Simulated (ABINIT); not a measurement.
# BN (F-43m) in ABINIT: a series of runs, part 2 of 2

ABINIT 10.8.3 (patched build). The steps go on from the part before.

## Step 3: Equation of state, BP86+D2

The input, run.abi:

```
# Datasets: one volume each
ndtset 7
getwfk -1
scalecart1 3*0.9795861087
scalecart2 3*0.9864848297
scalecart3 3*0.9932883884
scalecart4 3*1.0000000000
scalecart5 3*1.0066227096
scalecart6 3*1.0131594038
scalecart7 3*1.0196128224

# Pseudopotentials
pp_dirpath "./"
pseudos "N.GGA_PBE-JTH.xml, B.GGA_PBE-JTH.xml"

# Structure
acell 2.5639706028 2.5639706028 2.5639706028 Angstrom
rprim
     0.0000000000     0.7071067812     0.7071067812
     0.7071067812     0.0000000000     0.7071067812
     0.7071067812     0.7071067812     0.0000000000
ntypat 2
znucl 7 5
natom 2
typat 1 2
xred
     0.2500000000     0.2500000000     0.2500000000
     0.0000000000     0.0000000000     0.0000000000

# Plane-wave basis
ecut 26.0
pawecutdg 48.0

# k points
kptopt 1
ngkpt 13 13 13
nshiftk 1
shiftk 0.0 0.0 0.0

# Exchange and correlation
ixc -106132
vdw_xc 5

# Bands and occupations
nband 8
occopt 3
tsmear 0.05 eV

# SCF cycle
nstep 100
tolvrs 1.0e-9

# Output
iomode 3
prtwf 1
prtden 0
prteig 0
prtebands 0
enunit 2
```

Potentials or basis: JTH PAW PBE v2.0.

Command:

```console
> abinit run.abi > log 2>&1
```

run.abo:

```text
.Version 10.8.3 of ABINIT
 DATASET    1 : space group F-4 3 m (#216); Bravais cF (face-center cubic)
================================================================================
 Values of the parameters that define the memory need for DATASET  1.
     intxc =       0    ionmov =       0      iscf =      17    lmnmax =       8
     lnmax =       4     mgfft =      24  mpssoang =       2    mqgrid =    3001
     natom =       2  nloc_mem =       2    nspden =       1   nspinor =       1
    nsppol =       1      nsym =      24    n1xccc =       1    ntypat =       2
    occopt =       3   xclevel =       2
       mpw =         503          nfft =       13824          nkpt =          84
 PAW method is used; the additional fine FFT grid is defined by:
   mgfftf=        30    nfftf =     27000
================================================================================
================================================================================
[... 71 lines left out ...]
 DATASET    7 : space group F-4 3 m (#216); Bravais cF (face-center cubic)
================================================================================
 Values of the parameters that define the memory need for DATASET  7.
     intxc =       0    ionmov =       0      iscf =      17    lmnmax =       8
     lnmax =       4     mgfft =      24  mpssoang =       2    mqgrid =    3001
     natom =       2  nloc_mem =       2    nspden =       1   nspinor =       1
    nsppol =       1      nsym =      24    n1xccc =       1    ntypat =       2
    occopt =       3   xclevel =       2
       mpw =         556          nfft =       13824          nkpt =          84
 PAW method is used; the additional fine FFT grid is defined by:
   mgfftf=        32    nfftf =     32768
================================================================================
================================================================================

--------------------------------------------------------------------------------
------------- Echo of variables that govern the present computation ------------
--------------------------------------------------------------------------------
 -outvars: echo values of preprocessed input variables --------
            acell      4.8452022342E+00  4.8452022342E+00  4.8452022342E+00 Bohr
              amu      1.40067400E+01  1.08110000E+01
             ecut      2.60000000E+01 Hartree
           enunit           2
           getwfk          -1
                       outvar_i_n : Printing only first  50 k-points.
              ixc     -106132
           jdtset        1    2    3    4    5    6    7
                       outvar_i_n : Printing only first  50 k-points.
         kptrlatt       13    0    0      0   13    0      0    0   13
          kptrlen1     6.17018064E+01
          kptrlen2     6.21363405E+01
          kptrlen3     6.25648805E+01
          kptrlen4     6.29876290E+01
          kptrlen5     6.34047778E+01
          kptrlen6     6.38165087E+01
          kptrlen7     6.42229942E+01
            natom           2
            nband           8
           ndtset           7
            ngfft          24      24      24
          ngfftdg1         30      30      30
          ngfftdg2         30      30      30
          ngfftdg3         30      30      30
          ngfftdg4         32      32      32
          ngfftdg5         32      32      32
          ngfftdg6         32      32      32
          ngfftdg7         32      32      32
             nkpt          84
            nstep         100
             nsym          24
           ntypat           2
                       prtocc : prtvol=0, do not print more k-points.
           occopt           3
        pawecutdg      4.80000000E+01 Hartree
[... 51 lines left out ...]
                       0.0000000000E+00  0.0000000000E+00  0.0000000000E+00
            xcart4     1.7130376780E+00  1.7130376780E+00  1.7130376780E+00
                       0.0000000000E+00  0.0000000000E+00  0.0000000000E+00
            xcart5     1.7243826291E+00  1.7243826291E+00  1.7243826291E+00
                       0.0000000000E+00  0.0000000000E+00  0.0000000000E+00
            xcart6     1.7355802326E+00  1.7355802326E+00  1.7355802326E+00
                       0.0000000000E+00  0.0000000000E+00  0.0000000000E+00
            xcart7     1.7466351818E+00  1.7466351818E+00  1.7466351818E+00
                       0.0000000000E+00  0.0000000000E+00  0.0000000000E+00
             xred      2.5000000000E-01  2.5000000000E-01  2.5000000000E-01
                       0.0000000000E+00  0.0000000000E+00  0.0000000000E+00
            znucl        7.00000    5.00000

================================================================================

 chkinp: Checking input parameters for consistency, jdtset=   1.

 chkinp: Checking input parameters for consistency, jdtset=   2.
[... 31 lines left out ...]
 getcut: wavevector=  0.0000  0.0000  0.0000  ngfft=  24  24  24
         ecut(hartree)=     26.000   => boxcut(ratio)=   2.20295

 getcut : COMMENT -
  Note that boxcut > 2.2 ; recall that boxcut=Gcut(box)/Gcut(sphere) = 2
  is sufficient for exact treatment of convolution.
  Such a large boxcut is a waste : you could raise ecut
  e.g. ecut=   31.544467 Hartrees makes boxcut=2

 Fine grid specifications (used for densities):

 getcut: wavevector=  0.0000  0.0000  0.0000  ngfft=  30  30  30
         ecut(hartree)=     48.000   => boxcut(ratio)=   2.02891

--- Pseudopotential description ------------------------------------------------
- pspini: atom type   1  psp file is ./N.GGA_PBE-JTH.xml
 Pseudopotential format is: paw10
 basis_size (lnmax)=  4 (lmn_size=  8), orbitals=   0   0   1   1
 Spheres core radius: rc_sph= 1.20497474
 Shapefunction is SIN type: shapef(r)=[sin(pi*r/rshp)/(pi*r/rshp)]**2
 Radius for shape functions =  1.00243812
 Compensation charge density is not taken into account in XC energy/potential

- pspini: atom type   2  psp file is ./B.GGA_PBE-JTH.xml
 Pseudopotential format is: paw10
 basis_size (lnmax)=  4 (lmn_size=  8), orbitals=   0   0   1   1
 Spheres core radius: rc_sph= 1.70616958
 Shapefunction is SIN type: shapef(r)=[sin(pi*r/rshp)/(pi*r/rshp)]**2
 Radius for shape functions =  1.40269776
 Compensation charge density is not taken into account in XC energy/potential

   5.83076110E+01                                ecore*ucvol(ha*bohr**3)
--------------------------------------------------------------------------------

================================================================================

--- !BeginCycle
iteration_state: {dtset: 1, }
solver: {iscf: 17, nstep: 100, nline: 4, wfoptalg: 10, }
tolerances: {tolvrs: 1.00E-09, }
...
[... 1245 lines left out ...]
-Cartesian components of stress tensor (GPa)         [Pressure= -2.3338E+01 GPa]
- sigma(1 1)=  2.33384876E+01  sigma(3 2)=  0.00000000E+00
- sigma(2 2)=  2.33384876E+01  sigma(3 1)=  0.00000000E+00
- sigma(3 3)=  2.33384876E+01  sigma(2 1)=  0.00000000E+00

== END DATASET(S) ==============================================================
================================================================================

 -outvars: echo values of variables after computation  --------
            acell      4.8452022342E+00  4.8452022342E+00  4.8452022342E+00 Bohr
           etotal1    -1.2989646738E+01
           etotal2    -1.2990568241E+01
           etotal3    -1.2991004741E+01
           etotal4    -1.2990992579E+01
           etotal5    -1.2990578690E+01
           etotal6    -1.2989799649E+01
           etotal7    -1.2988688414E+01
            fcart1     4.0115259969E-29  4.0115259969E-29 -1.2034577991E-28
                      -4.0115259969E-29 -4.0115259969E-29  1.2034577991E-28
            fcart2    -0.0000000000E+00 -0.0000000000E+00 -0.0000000000E+00
                      -0.0000000000E+00 -0.0000000000E+00 -0.0000000000E+00
            fcart3    -3.8325566749E-29  1.2363086048E-30  3.5852949540E-29
                       3.8325566749E-29 -1.2363086048E-30 -3.5852949540E-29
            fcart4    -0.0000000000E+00 -0.0000000000E+00 -0.0000000000E+00
                      -0.0000000000E+00 -0.0000000000E+00 -0.0000000000E+00
            fcart5    -0.0000000000E+00 -0.0000000000E+00 -0.0000000000E+00
                      -0.0000000000E+00 -0.0000000000E+00 -0.0000000000E+00
[... 38 lines left out ...]
                       0.0000000000E+00  0.0000000000E+00  0.0000000000E+00
           xangst1     8.8799529735E-01  8.8799529735E-01  8.8799529735E-01
                       0.0000000000E+00  0.0000000000E+00  0.0000000000E+00
           xangst2     8.9424899138E-01  8.9424899138E-01  8.9424899138E-01
                       0.0000000000E+00  0.0000000000E+00  0.0000000000E+00
           xangst3     9.0041642075E-01  9.0041642075E-01  9.0041642075E-01
                       0.0000000000E+00  0.0000000000E+00  0.0000000000E+00
           xangst4     9.0650050002E-01  9.0650050002E-01  9.0650050002E-01
                       0.0000000000E+00  0.0000000000E+00  0.0000000000E+00
           xangst5     9.1250398958E-01  9.1250398958E-01  9.1250398958E-01
                       0.0000000000E+00  0.0000000000E+00  0.0000000000E+00
           xangst6     9.1842950614E-01  9.1842950614E-01  9.1842950614E-01
                       0.0000000000E+00  0.0000000000E+00  0.0000000000E+00
           xangst7     9.2427953333E-01  9.2427953333E-01  9.2427953333E-01
                       0.0000000000E+00  0.0000000000E+00  0.0000000000E+00
             xred      2.5000000000E-01  2.5000000000E-01  2.5000000000E-01
                       0.0000000000E+00  0.0000000000E+00  0.0000000000E+00
 Calculation completed.
```

It took 70 s on 1 thread of Arm Neoverse V1, shared host; peak memory 0.12 GiB.

What came out:

```
Equilibrium volume                      : 5.90 Å³/atom
Bulk modulus                            : 384 GPa
Pressure derivative of the bulk modulus : 3.8
```

Energy against volume, from the lowest point:
| volume (Å³/atom) | energy (meV/atom) |
| --- | --- |
| 5.602 | 18.48 |
| 5.721 | 5.94 |
| 5.840 | 0.00 |
| 5.959 | 0.17 |
| 6.078 | 5.80 |
| 6.198 | 16.40 |
| 6.317 | 31.52 |

Caveat: pressures at fixed basis lie under the slope of the energies; the PAW data sets were made with another functional, which shifts forces and pressure a little; the atomic spheres overlap.

## Step 4: For comparison

An earlier run on the cell as given: functional PBE; potentials or basis JTH PAW PBE v2.0; cutoff 707 eV; k mesh 13 × 13 × 13; occupations fermi-dirac, width 0.05 eV; no spin polarisation.

* Pressure: -0.4 GPa
* Band gap on the k mesh: 4.52 eV, indirect (least direct gap 8.76 eV)
* Valence electrons inside the program's atomic spheres: N 2.72; B 2.05

## Step 5: Overview

```csv
task,level,potentials or basis,cutoff (eV),fine-grid cutoff,V0 of scaled cells (Å³/atom),B0 (GPa)
equation of state,LDA,PseudoDojo NC SR LDA v0.4.1 standard,1143,-,5.74,400
equation of state,BP86+D2,JTH PAW PBE v2.0,707,1306.15 eV,5.90,384
single point,PBE,JTH PAW PBE v2.0,707,1306.15 eV,-,-
```

Alike in all rows: no spin polarisation; cell as given; k mesh 13 × 13 × 13; smearing fermi-dirac 0.05 eV.

Caveats: pressures at fixed basis lie under the slope of the energies (some runs); the PAW data sets were made with another functional, which shifts forces and pressure a little (some runs); the atomic spheres overlap (some runs); an odd mesh through Γ misses points on the zone boundary, where band edges often lie (some runs).

Absolute energies hang on the potentials; compare differences alone.

## Step 6: Against experiment

Step 2. Measured bulk modulus of BN: 395 GPa (300 K; quoted in “Effect of nanostructuration on compressibility of cubic BN”, 2012, arxiv:1208.3664). This calculation gives 400 GPa (+1.4 %). The fit is for a static lattice scaled at fixed shape and fixed fractional positions.

Step 3. Against the measured bulk modulus of BN, 395 GPa (300 K; quoted in “Effect of nanostructuration on compressibility of cubic BN”, 2012, arxiv:1208.3664), the calculated 384 GPa is off by -2.9 %. The fit is for a static lattice scaled at fixed shape and fixed fractional positions.
